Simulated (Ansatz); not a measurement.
The system is Rh.

```
CELL_PARAMETERS angstrom
0.00000 1.89785 1.89785
1.89785 0.00000 1.89785
1.89785 1.89785 0.00000
ATOMIC_POSITIONS crystal
Rh 0.00000 0.00000 0.00000
```

Base run:

| Item | Value |
| --- | --- |
| Program | Ansatz 0.2.0 |
| Functional | revPBE |
| Potentials or basis | Ansatz PAW |
| Cutoff | 420 eV (not typed: the program's choice for these potentials) |
| k mesh | 12 × 12 × 12 |
| Occupations | fermi-dirac, width 0.05 eV |
| Spin | no spin polarisation |

Its results: band gap on the k mesh none (metal or under the smearing width); pressure 10.7 GPa.

Question: After a change of settings the same cell gave: band gap on the k mesh none (metal or under the smearing width); pressure 21.3 GPa. Which change was it?
A. functional from revPBE to r2SCAN; cutoff from 420 eV (not typed: the program's choice for these potentials) to 500 eV (not typed: the program's choice for these potentials)
B. functional from revPBE to r2SCANh; cutoff from 420 eV (not typed: the program's choice for these potentials) to 500 eV (not typed: the program's choice for these potentials); k mesh from 12 × 12 × 12 to 6 × 6 × 6
C. functional from revPBE to PBE; occupations from fermi-dirac, width 0.05 eV to gaussian, width 0.012 eV
D. functional from revPBE to BLYP

Answer: D.

Caveats: the PAW data sets come from PBE, with cores solved anew for the run's functional, which leaves a small shift of forces and pressure; so large a pressure means that the cell lies far from this level's equilibrium, or that cutoff or potentials fall short (some runs).
